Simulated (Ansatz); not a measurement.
# Nb2NS2 MXene bilayer (AA) in a perpendicular field, part 2 of 3

Wanted: the out-of-plane response of the Nb2NS2 MXene bilayer (AA). A positive field points along +c.

Ansatz 0.2.0; plane-wave DFT, PBEsol-D3(BJ), Ansatz PAW.

So far. Step 2 (Relaxing the slab): The lattice constant a goes from 3.079 to 3.234 Å.

**3. Single point, field 0**

A sawtooth potential applies the field, turning back in the middle of the vacuum. With the dipole correction the typed value is the field outside the slab. The induced dipole is small, so the SCF threshold is tight.

The cell differs from the one that the last finished run ended in (c 61.038 → 31.612 Å).

Contents of input.yaml:

```yaml
crystal:
  lattice:
    - [3.2341679959, 0.0, 0.0]
    - [-1.6170839979, 2.8008716445, 0.0]
    - [0.0, 0.0, 31.6115267928]
  atoms:
    - { symbol: S, position: [0.3333333333, 0.6666666667, 0.2847062737] }
    - { symbol: Nb, position: [0.6666666667, 0.3333333333, 0.3356025767] }
    - { symbol: "N", position: [0.0, 0.0, 0.3714200735] }
    - { symbol: Nb, position: [0.3333333333, 0.6666666667, 0.4073511555] }
    - { symbol: S, position: [0.6666666667, 0.3333333333, 0.4580433634] }
    - { symbol: S, position: [0.3333333333, 0.6666666667, 0.5419566366] }
    - { symbol: Nb, position: [0.6666666667, 0.3333333333, 0.5926488446] }
    - { symbol: "N", position: [0.0, 0.0, 0.6285799266] }
    - { symbol: Nb, position: [0.3333333333, 0.6666666667, 0.6643974233] }
    - { symbol: S, position: [0.6666666667, 0.3333333333, 0.7152937263] }
kpoints:
  mp_grid: { grid: [18, 18, 1] }
  band_path:
    path: [[0, 0, 0], [0.5, 0, 0], [0.33333333, 0.33333333, 0], [0, 0, 0]]
    npoints: 16
hamiltonian:
  xc: pbesol
  dispersion: d3bj
scf:
  occupations: { method: fermi_dirac, width: 0.05 }
  convergence: { dr2_threshold: 1.0e-10 }
efield:
  axis: 3
  dipole_correction: true
  ramp_position: 0.97
  ramp_width: 0.06
  amplitude: 0
output:
  dos: { projected: true, e_range: [-6, 5] }
  bader: true
  write_potential: true
  write_density: true
  volumetric_format: npy
  elf: true
```

On the command line:

```console
$ ansatz run input.yaml --threads 4 --pin off --max-ram 6144MiB --backend cpu --events-out ev --progress --plain --runs-dir out
```

Numbers of over 12 decimals in the logs are rounded to 6 here.

Output:

```text
[...]
Crystal: 10 atoms, lattice volume = 286.353 Å³
Basis set: ecut = 420 eV, 5697 PW (Γ)
Bands: 53, of which v1, the nominal top of the filled ones, is band 43 counted from 1 (42 counted from 0)
Symmetry: 6 space group operations
k-points: 37 of 324 (time reversal used)
[...]
SCF iter   1: F=—  HF=-22293.741541 eV  |F-HF|=—  |Δ(HF+E_count)|=         —  Δρ=7.21e-3  dr2=1.51e-1  ethr=1.77e-3  p=0.000 e·Å  D=7.89e-11 V/Å  ΔV_dip=-0.00 eV  dr2_dipole=1.91e-6  V_vac-E_F(+/−)=5.55/5.55 eV  ⟨swp⟩=8.9  Hψ=10092  notcnv=0  defer=27
efield: sawtooth ramp at fractional position 0.9700 (set: `efield.ramp_position`, or a place that a band, a saddle search or an elastic batch's reference lends), width 0.0600; the density the first Hamiltonian is built on has a dipole p = 0.000 e·Å; the dipole correction subtracts the counter field D = 7.89e-11 V/Å, which shifts the + side's vacuum level by -0.00 eV against the − side's; the planar-averaged density in the ramp window peaks in size at 1.9e-5 e/Å³
[...]
SCF iter   2: F=—  HF=-22293.748329 eV  |F-HF|=—  |Δ(HF+E_count)|=   6.79e-3  Δρ=6.86e-3  dr2=1.55e-1  ethr=1.76e-4  p=-0.000 e·Å  D=-3.14e-5 V/Å  ΔV_dip=0.00 eV  dr2_dipole=3.88e-6  V_vac-E_F(+/−)=5.36/5.36 eV  ⟨swp⟩=3.2  Hψ=4202  notcnv=0  defer=39
[...]
SCF iter  10: F=-22293.717277 eV  HF=-22293.717277 eV  |F-HF|=4.37e-11  |Δ(HF+E_count)|=  7.28e-12  Δρ=4.45e-8  dr2=7.83e-12  ethr=1.00e-12  p=0.000 e·Å  D=3.71e-9 V/Å  ΔV_dip=-0.00 eV  dr2_dipole=2.28e-15  V_vac-E_F(+/−)=5.38/5.38 eV  ⟨swp⟩=3.0  Hψ=3965  notcnv=0
SCF 1 converged in 10 iterations: F = -22293.717277 eV  dr2 = 7.83e-12
[...]
NSCF: frozen V_eff on 49 k-points
efield: sawtooth ramp at fractional position 0.9700 (kept from the solve that this one continues, or follows in the run), width 0.0600; the density the first Hamiltonian is built on has a dipole p = 0.000 e·Å; the dipole correction subtracts the counter field D = 3.71e-9 V/Å, which shifts the + side's vacuum level by -0.00 eV against the − side's; the planar-averaged density in the ramp window peaks in size at 2.1e-7 e/Å³
[...]
SCF converged after 10 iterations
Free energy (F): -22293.717277 eV
[...]
Internal energy: -22293.691632 eV  (E = F + TS)
E sigma→0 (E₀):  -22293.704455 eV
Entropy (-TS):   -0.025646 eV (-2.565 meV/atom)
Fermi energy:    4.549802 eV
Dipole field:    D = -0.000000 V/Å  (p = -0.000000 e·Å, saw-weighted, corrected)
Work function:   Φ+ = 5.3844 eV   Φ− = 5.3845 eV
Levels:          The Fermi level and band energies are counted from a zero that moves with the ramp; work functions are not
[...]
--- Band table (eV; the first three rows and the last of 37) ---
  k-point 0: bands = [... 39 lower, 3.1577, 3.8058, 3.8058, 3.8932, 3.8932, 4.0339, 4.3317, 5.2644, ... 6 higher]
  k-point 1: bands = [... 39 lower, 2.9568, 3.7099, 3.7557, 3.9968, 4.0852, 4.2272, 4.4588, 5.3997, ... 6 higher]
  k-point 2: bands = [... 39 lower, 2.9209, 3.3870, 3.4827, 4.2420, 4.3397, 4.4839, 4.7040, 5.5125, ... 6 higher]
  k-point 36: bands = [... 39 lower, 1.3678, 4.4038, 4.4038, 4.4778, 4.4778, 4.7343, 5.0394, 6.8169, ... 6 higher]
--- Bader charges: 10 sites ---
  site symbol  charge [e]  shift [e]
     0      S     -0.8073     0.0009
     1     Nb      1.6618     0.0013
     2      N     -1.7041     0.0009
     3     Nb      1.6538     0.0013
     4      S     -0.8042     0.0009
     5      S     -0.8042     0.0009
     6     Nb      1.6539     0.0013
     7      N     -1.7042     0.0009
     8     Nb      1.6618     0.0013
     9      S     -0.8073     0.0009
  estimated error of the sums over rays = 5.6e-4 e
```

The job ended after 26 s (4 threads of AMD EPYC 9R45, shared host; peak memory 1.2 GiB; 1.7 min of CPU time).

Reading the cycles: dr2 is the Hartree energy of the density residual (eV), the measure of convergence; HF is the Harris–Foulkes estimate of the energy, which meets the free energy F at convergence.

Numbers from this step:

```
energy at zero smearing   : -22293.7045 eV
work function, upper face : 5.384 eV
dipole along the normal   : -7.91e-8 e·Å
```

Running mean over a fixed 2.8 Å (it still follows the layers) of the planar mean; the ramp of the sawtooth is left out. Electron's electrostatic potential energy less the Fermi level against z:

| z (Å) | electron's electrostatic potential energy less the Fermi level (eV) |
| --- | --- |
| 4 | 5.38 |
| 5 | 5.38 |
| 6 | 5.35 |
| 7 | 4.57 |
| 8 | 0.326 |
| 9 | -5.11 |
| 10 | -11.5 |
| 11 | -13.0 |
| 12 | -14.7 |
| 13 | -12.2 |
| 14 | -9.16 |
| 15 | -2.33 |
| 16 | -1.71 |
| 17 | -4.28 |
| 18 | -11.2 |
| 19 | -12.7 |
| 20 | -14.9 |
| 21 | -12.3 |
| 22 | -9.95 |
| 23 | -2.41 |
| 24 | 2.16 |
| 25 | 5.15 |
| 26 | 5.37 |
| 27 | 5.38 |
| 28 | 5.38 |

The density of states has structure finer than the step of the table below, so its rows give means over 0.2 eV, whole bins alone (the curve runs from -6 to 1.99 eV). Peaks (eV: height): -5.86: 8.27, -5.42: 21.5, -5.04: 15.2, -4.87: 17.5, -2.58: 16.7, -2.42: 11.9, 1.31: 12.1.

Density of states against energy, zero at the Fermi level; means over each step:

| energy (eV) | density of states (states/eV a cell) |
| --- | --- |
| -5.8 | 2.36 |
| -5.6 | 0.854 |
| -5.4 | 8.32 |
| -5.2 | 3.59 |
| -5.0 | 8.85 |
| -4.8 | 8.56 |
| -4.6 | 3.72 |
| -4.4 | 4.58 |
| -4.2 | 4.43 |
| -4.0 | 5.07 |
| -3.8 | 5.62 |
| -3.6 | 4.31 |
| -3.4 | 6.14 |
| -3.2 | 7.78 |
| -3.0 | 8.83 |
| -2.8 | 9.78 |
| -2.6 | 10.5 |
| -2.4 | 9.04 |
| -2.2 | 4.09 |
| -2.0 | 4.43 |
| -1.8 | 5.14 |
| -1.6 | 4.41 |
| -1.4 | 3.56 |
| -1.2 | 3.35 |
| -1.0 | 2.74 |
| -0.8 | 1.61 |
| -0.6 | 2.20 |
| -0.4 | 3.39 |
| -0.2 | 3.27 |
| 0.0 | 3.33 |
| 0.2 | 2.91 |
| 0.4 | 2.76 |
| 0.6 | 3.27 |
| 0.8 | 4.67 |
| 1.0 | 7.21 |
| 1.2 | 10.6 |
| 1.4 | 8.80 |
| 1.6 | 6.37 |
| 1.8 | 5.54 |

Projected DOS per atom over height of the atomic layer and energy from the Fermi level. Layers: S Nb N Nb S S Nb N Nb S from below.

Ten even steps from '_' (0.08 states/eV) to '@' (1.70 states/eV), each cell a mean:
```
__**__++____++__**__
__@@::@@____@@::@@__
__@@::@@____@@::@@__
__==__==____==__==__
__::__::____::__::__
__::__::____::__::__
..::__::....::__::..
______..____..______
..::__::....::__::..
::::__::::::::__::::
--::__::----::__::--
--::__::====::__::--
@@==__==%%%%==__==@@
%%--__==%%%%==__--%%
##::__--****--__::##
==::__..----..__::==
++--__::----::__--++
::::__::----::__::::
==::..::++++::..::==
##--..::----::..--##
__....::****::....__
__..**..____..**..__
```
Columns: height of the atomic layer (Å) from 9 to 22.6 (not evenly spaced); rows upwards: energy from the Fermi level (eV) from -5.96 to 1.96.

The electronic bands at the labelled points (eV, zero at the Fermi level):

| point | band 40 | band 41 | band 42 | band 43 | band 44 | band 45 | band 46 | band 47 |
| --- | --- | --- | --- | --- | --- | --- | --- | --- |
| Γ | -1.39 | -0.74 | -0.74 | -0.66 | -0.66 | -0.52 | -0.22 | 0.71 |
| halfway | -1.98 | -1.88 | -1.83 | 0.14 | 0.20 | 0.43 | 0.66 | 1.01 |
| M | -2.41 | -2.05 | -1.89 | 0.75 | 0.88 | 1.41 | 1.43 | 1.59 |
| halfway | -2.64 | -1.39 | -1.37 | 0.89 | 0.97 | 0.98 | 1.05 | 1.56 |
| K | -3.18 | -0.15 | -0.15 | -0.07 | -0.07 | 0.18 | 0.49 | 2.27 |
| halfway | -2.36 | -1.26 | -0.85 | -0.73 | -0.69 | 1.27 | 1.31 | 1.49 |
| Γ | -1.39 | -0.74 | -0.74 | -0.66 | -0.66 | -0.52 | -0.22 | 0.71 |

Electrostatic potential energy in the ca plane at fractional y = 0.333, with atoms of Nb and S within 0.2 Å of it. With pseudopotentials it is smooth inside the atoms' cores, unlike the true potential.

Values in eV, 5 rows by 16 columns, each cell a mean:
```
 10  10  10  10  10  10   9   4 -23 -22   2   1 -15  -7   8   5
 10  10  10  10  10  10   9   3 -36 -35   2   3 -27 -19   8   6
 10  10  10  10  10  10   9   4 -24 -23   2   1 -16  -8   8   5
 10  10  10  10  10  10   7   1   1   1  -2  -8   4   7   7   1
 10  10  10  10  10  10   7   1   1   1  -2  -8   4   7   7   1
```
Columns run along c (16.0 Å, from fractional 0.06 to 0.56 of the cell; values clipped at the 3rd and 97th percentile), rows up along a (3.2 Å). Atoms in or near the plane, at fractional coordinates: Nb at (0.34, 0.67), S at (0.46, 0.67).

ELF in the ca plane at fractional y = 0.333, with atoms of Nb and S within 0.2 Å of it. It is the smooth field of the valence electrons, not physical close to the nuclei.

Ten even steps from '0' (0.00) to '9' (0.92), each cell a mean:
```
32321147889840245523553232113788998631000000
72222368648971012137777322236864799862000000
73222477206982001138447422236740599963100000
62222368658971012227777322225875799852000000
22321137888730246533553232113688887521000000
34422223554201578763113442222245542100000000
56423321221002688874224652232122100000000000
34422213565301578762112442222356543100000000
```
Columns run along c (16.0 Å, from fractional 0.36 to 0.86 of the cell), rows up along a (3.2 Å). Atoms in or near the plane, at fractional coordinates: S at (0.46, 0.67), Nb at (0.59, 0.67), S at (0.72, 0.67).

Valence density in the ca plane at fractional y = 0.333, with atoms of Nb and S within 0.2 Å of it. It is the smooth field of the valence electrons, not physical close to the nuclei.

Ten steps, logarithmic in the rise over the least value, from '0' (0.0 e/Å³) to '9' (4.9 e/Å³), each cell a mean:
```
64443445665422233446776444344566543100000000
85333356666632123358998643334666664200000000
96333356646642122369999643334664664210000000
85333356666532123358998543334666664200000000
54444445665422234445776444444556543100000000
45555544443212345544444455554444321000000000
45556643332112345544334555665433211000000000
45555544443212344544444455554444321000000000
```
Columns run along c (16.0 Å, from fractional 0.36 to 0.86 of the cell), rows up along a (3.2 Å). Atoms in or near the plane, at fractional coordinates: S at (0.46, 0.67), Nb at (0.59, 0.67), S at (0.72, 0.67).

The work function of the upper face is 5.38 eV.

**4. Atoms held, field 0.1 V/Å**

input.yaml: that of step 3 with these lines changed.

```diff
@@ -32,6 +32,4 @@
   ramp_width: 0.06
-  amplitude: 0
+  amplitude: 0.1
 output:
-  dos: { projected: true, e_range: [-6, 5] }
-  bader: true
   write_potential: true
@@ -39,2 +37 @@
   volumetric_format: npy
-  elf: true
```

Output:

```text
[...]
Crystal: 10 atoms, lattice volume = 286.353 Å³
Basis set: ecut = 420 eV, 5697 PW (Γ)
Bands: 53, of which v1, the nominal top of the filled ones, is band 43 counted from 1 (42 counted from 0)
Symmetry: 6 space group operations
k-points: 37 of 324 (time reversal used)
[...]
k-point 0: bands = [... 39 lower, 3.1576, 3.8053, 3.8053, 3.8931, 3.8931, 4.0336, 4.3315, 5.2640, ... 6 higher]
  k-point 1: bands = [... 39 lower, 2.9568, 3.7094, 3.7558, 3.9964, 4.0851, 4.2268, 4.4586, 5.3993, ... 6 higher]
  k-point 2: bands = [... 39 lower, 2.9207, 3.3867, 3.4826, 4.2416, 4.3396, 4.4835, 4.7038, 5.5121, ... 6 higher]
  k-point 36: bands = [... 39 lower, 1.3679, 4.4024, 4.4044, 4.4760, 4.4794, 4.7340, 5.0392, 6.8161, ... 6 higher]
[key lines of the parts left out:]
SCF converged after 12 iterations
Free energy (F): -22293.721162 eV
Fermi energy:    4.549556 eV
Dipole field:    D = 0.049097 V/Å  (p = 0.077696 e·Å, saw-weighted, corrected)
```

Run time: 14 s. Hardware: 4 threads; peak memory 1.1 GiB.

The dipole is 0.0777 e·Å.

**5. Atoms held, field -0.1 V/Å**

input.yaml: that of step 4 with these lines changed.

```diff
@@ -32,3 +32,3 @@
   ramp_width: 0.06
-  amplitude: 0.1
+  amplitude: -0.1
 output:
```

Output:

```text
[...]
Crystal: 10 atoms, lattice volume = 286.353 Å³
Basis set: ecut = 420 eV, 5697 PW (Γ)
Bands: 53, of which v1, the nominal top of the filled ones, is band 43 counted from 1 (42 counted from 0)
Symmetry: 6 space group operations
k-points: 37 of 324 (time reversal used)
[...]
k-point 0: bands = [... 39 lower, 3.1576, 3.8053, 3.8053, 3.8931, 3.8931, 4.0336, 4.3315, 5.2640, ... 6 higher]
  k-point 1: bands = [... 39 lower, 2.9568, 3.7094, 3.7558, 3.9964, 4.0851, 4.2268, 4.4586, 5.3993, ... 6 higher]
  k-point 2: bands = [... 39 lower, 2.9207, 3.3867, 3.4826, 4.2416, 4.3396, 4.4835, 4.7038, 5.5121, ... 6 higher]
  k-point 36: bands = [... 39 lower, 1.3679, 4.4024, 4.4044, 4.4760, 4.4794, 4.7340, 5.0392, 6.8161, ... 6 higher]
[key lines of the parts left out:]
SCF converged after 12 iterations
Free energy (F): -22293.721162 eV
Fermi energy:    4.549556 eV
Dipole field:    D = -0.049097 V/Å  (p = -0.077696 e·Å, saw-weighted, corrected)
```

It took 13 s on 4 threads; peak memory 1.1 GiB; 51 s of CPU time.

The dipole is -0.0777 e·Å.

**6. Single point, field 0.5 V/Å**

input.yaml: that of step 5 with these lines changed.

```diff
@@ -32,3 +32,3 @@
   ramp_width: 0.06
-  amplitude: -0.1
+  amplitude: 0.5
 output:
```

Output:

```text
[...]
Crystal: 10 atoms, lattice volume = 286.353 Å³
Basis set: ecut = 420 eV, 5697 PW (Γ)
Bands: 53, of which v1, the nominal top of the filled ones, is band 43 counted from 1 (42 counted from 0)
Symmetry: 6 space group operations
k-points: 37 of 324 (time reversal used)
[...]
k-point 0: bands = [... 39 lower, 3.1552, 3.7944, 3.7944, 3.8921, 3.8921, 4.0264, 4.3263, 5.2556, ... 6 higher]
  k-point 1: bands = [... 39 lower, 2.9546, 3.6977, 3.7559, 3.9864, 4.0832, 4.2192, 4.4537, 5.3904, ... 6 higher]
  k-point 2: bands = [... 39 lower, 2.9165, 3.3787, 3.4794, 4.2326, 4.3367, 4.4756, 4.6991, 5.5030, ... 6 higher]
  k-point 36: bands = [... 39 lower, 1.3638, 4.3894, 4.3997, 4.4662, 4.4831, 4.7269, 5.0340, 6.8044, ... 6 higher]
[key lines of the parts left out:]
SCF converged after 12 iterations
Free energy (F): -22293.814411 eV
Fermi energy:    4.543591 eV
Dipole field:    D = 0.245561 V/Å  (p = 0.388597 e·Å, saw-weighted, corrected)
```

Wall time 14 s (4 threads); peak memory 1.1 GiB; 53 s of CPU time.

The dipole is 0.389 e·Å.

**7. Atoms held, field -0.3 V/Å**

input.yaml: that of step 6 with these lines changed.

```diff
@@ -32,4 +32,6 @@
   ramp_width: 0.06
-  amplitude: 0.5
+  amplitude: -0.3
 output:
+  dos: { projected: true, e_range: [-6, 5] }
+  bader: true
   write_potential: true
@@ -37 +39,2 @@
   volumetric_format: npy
+  elf: true
```

Output:

```text
[...]
Crystal: 10 atoms, lattice volume = 286.353 Å³
Basis set: ecut = 420 eV, 5697 PW (Γ)
Bands: 53, of which v1, the nominal top of the filled ones, is band 43 counted from 1 (42 counted from 0)
Symmetry: 6 space group operations
k-points: 37 of 324 (time reversal used)
[...]
--- Bader charges: 10 sites ---
  site symbol  charge [e]  shift [e]
     0      S     -0.7939     0.0009
     1     Nb      1.6634     0.0013
     2      N     -1.7040     0.0009
     3     Nb      1.6537     0.0013
     4      S     -0.8043     0.0009
     5      S     -0.8041     0.0009
     6     Nb      1.6540     0.0013
     7      N     -1.7042     0.0009
     8     Nb      1.6600     0.0013
     9      S     -0.8205     0.0009
  estimated error of the sums over rays = 5.4e-4 e
[key lines of the parts left out:]
SCF converged after 12 iterations
Free energy (F): -22293.752242 eV
Fermi energy:    4.547586 eV
Dipole field:    D = -0.147307 V/Å  (p = -0.233111 e·Å, saw-weighted, corrected)
```

Wall time 27 s (4 threads); peak memory 1.1 GiB; 1.8 min of CPU time.

The dipole is -0.233 e·Å.

**8. Response, atoms held**

This step: plane-wave DFT, PBEsol-D3(BJ), Ansatz PAW; response to a field along the normal, atoms held (Ansatz 0.2.0).

The dipoles give the slope, and the difference of two potentials shows where the field is screened.

Numbers from this step:

| Item | Value |
| --- | --- |
| equivalent conductor thickness p/(ε₀AE) | 15.52 Å |
| distance between the outer atoms | 13.61 Å |

The dipole of the cell by applied field:

| applied field (V/Å) | dipole of the cell (e·Å) |
| --- | --- |
| -0.300 | -0.233 |
| -0.100 | -0.0777 |
| 0.000 | 0 |
| 0.100 | 0.0777 |
| 0.500 | 0.389 |

Local field over the applied field, running mean. From the potentials at -0.1 and 0.1 V/Å; running mean over 2.5 Å. The local field over applied field by z:

z (Å), local field over applied field and a bar:
```
        5      0.998 ##############################
        6      0.976 #############################
        7      0.831 #########################
        8      0.499 ###############
        9      0.168 #####
       10      0.038 #
       11      0.022 #
       12      0.007 
       13      0.000 
       14      0.001 
       15      0.004 
       16      0.005 
       17      0.003 
       18      0.001 
       19      0.002 
       20      0.014 
       21      0.023 #
       22      0.066 ##
       23      0.280 ########
       24      0.638 ###################
       25      0.914 ###########################
       26      0.990 ##############################
       27      0.999 ##############################
```

Electrons, planar mean, per unit field. Induced electron density against z:

| z (Å) | induced electron density (e/Å³ per V/Å) |
| --- | --- |
| 5 | 9.7e-6 |
| 6 | 1.0e-4 |
| 7 | 9.3e-4 |
| 8 | 0.00368 |
| 9 | 9.7e-4 |
| 10 | -7.5e-4 |
| 11 | -8.0e-6 |
| 12 | 5.2e-5 |
| 13 | 7.3e-5 |
| 14 | -2.5e-5 |
| 15 | -5.2e-5 |
| 16 | 2.9e-5 |
| 17 | 1.1e-6 |
| 18 | 2.1e-6 |
| 19 | 2.9e-5 |
| 20 | -2.3e-4 |
| 21 | -7.0e-4 |
| 22 | -1.0e-4 |
| 23 | -0.00173 |
| 24 | -0.00268 |
| 25 | -4.1e-4 |
| 26 | -4.2e-5 |
| 27 | -3.8e-6 |

By hand: between -0.1 and 0.1 V/Å the dipole changes by 0.1554 e·Å, a slope of 0.7770 e·Å²/V. A perfect conductor of thickness t has p = ε₀AEt, so t = 180.95 × 0.7770 / 9.058 = 15.52 Å (e/ε₀ = 180.95 V·Å, A in Å²).

The induced dipole is that of a conductor 15.52 Å thick.

(Part 2 of 3 ends here.)

[Logs are printed without paths, hosts, clocks, repeated set-up lines and the standing remarks that a program may print on its own settings, such as how far it seeks lower states.]

[Hosts, paths, dates, database ids (printed as entryN), source tags and the programs' standing remarks are cut or masked in the printed files.]

[Maps of the electrostatic potential energy from Ansatz leave out the sawtooth potential of an applied field or a dipole correction, so their vacuum need not be flat; planar profiles and work functions include it.]

[The density of states shown here was stored with 400 of the rows of the run's finer table, so its peaks can read low, often by over a quarter, or be missed, and its means over a window can be off by a tenth or more.]
